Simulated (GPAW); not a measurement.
Entries from a set of simulations; values are calculated unless marked as measured.

## Quasiparticle gap of RbH (honeycomb monolayer) in GPAW

The cell holds 2 atoms: 1 Rb and 1 H. Its edges and angles: a = 4.612 Å, b = 4.612 Å, c = 11.400 Å, α = 90.0°, β = 90.0°, γ = 120.0°. Vacuum lies along c.

```xyz
2
Lattice="4.6120 0.0000 0.0000 -2.3060 3.9941 0.0000 0.0000 0.0000 11.4000" Properties=species:S:1:pos:R:3
Rb    0.0000    2.6628    5.7013
H     2.3060    1.3314    5.6987
```

```yaml
method: DFT, LDA, plane waves, PAW (and 1 further level or step)
program: GPAW 26.7.0
settings: cutoff 600 eV, GPAW PAW setups 1.2.1 data release, 9×9×1 k-mesh, nbands 351
cost: 3 runs, 10 min in all on 4 MPI ranks of Arm Neoverse V2, shared host
notes: The structure was relaxed with LDA. Limits: no spin-orbit coupling.
lda_gap: 2.89 eV, indirect
g0w0_gap_on_the_mesh: 5.47 eV
gw_settings: 9×9×1 mesh, 158 bands, screening to 48 eV, full frequency, Hilbert transform
known_limits: short of the basis limit; no spin-orbit coupling
```

G0W0 moves the gap on the mesh from 2.89 eV to 5.47 eV (+2.58 eV), with Z of 0.76 and 0.91 at the edges. The dearest step here is «empty states on the mesh».

[Long decimals in the printed logs are rounded to 6 places.]

[Logs are printed without paths, hosts, clocks, repeated set-up lines and the standing remarks that a program may print on its own settings, such as how far it seeks lower states.]

[Paths, hosts, dates, memory and timing lines, banners, echoed tables and standing remarks are left out of the program output; an Ansatz launch command may be rebuilt from the run's recorded settings. Measured values are a selection of at most five: reports struck by readers or far from the other reports are left out. None is set beside runs whose start may be inverted or whose files or cutoffs have a known fault.]

[Runs of the session that timed out or met a known fault of the program may be left out.]

[Hosts, paths, dates, database ids (printed as entryN), source tags and the programs' standing remarks are cut or masked in the printed files.]

[Where the starting crystal was built by hand or by swapping elements, it need not be the compound's stable phase.]
